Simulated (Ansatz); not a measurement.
**Be: pressure against volume**

Be, I4/mmm, a = 2.432 Å, c = 2.482 Å. This isn't the element's structure at ambient conditions. Ansatz: PBE+D3(BJ), PAW, 420 eV, Γ-centred 16×12×12 mesh on 4 atoms, Gaussian smearing 0.10 eV; no spin polarisation. Shape and atoms are relaxed at each volume; pressure is positive in compression.

```tsv
V (Å³/atom)	P (GPa)
6.459	21.31
6.679	14.87
6.900	9.24
7.120	?
7.340	-0.02
7.560	-3.82
7.780	-7.16
8.074	-10.99
```

Problem. Take V0 = 7.340 Å³/atom, count pressures from its P0 = -0.02 GPa, fit the third-order Birch–Murnaghan form to the other rows, and predict the missing pressure.

Solution. With the Eulerian strain f = ½[(V0/V)^(2/3) − 1] and y = (P − P0)/[3f(1 + 2f)^(5/2)], the form is the line y = B0 + 1.5 B0 (B0′ − 4) f. Rows (f, y): 0.04449, 129.1; 0.03247, 130.6; 0.02104, 132.3; -0.00975, 136.5; -0.01903, 137.8; -0.03078, 139.3. Means f = 0.006407, y = 134.27; Σ(Δf)² = 0.004635, ΣΔfΔy = -0.6342; the slope is their ratio. y = 135.1 − 136.8 f GPa, so B0 = 135.1 GPa and B0′ = 4 + 2 × (-136.8)/(3 × 135.1) = 3.32. At V = 7.120, f = 0.01025, y = 133.70 and P = 4.31 GPa. The run gave 4.31 GPa, the same to the digits shown.

Cost: 8 runs of about 1.1 core-minutes in all, on Intel Xeon 6975P-C (Granite Rapids) (shared hosts).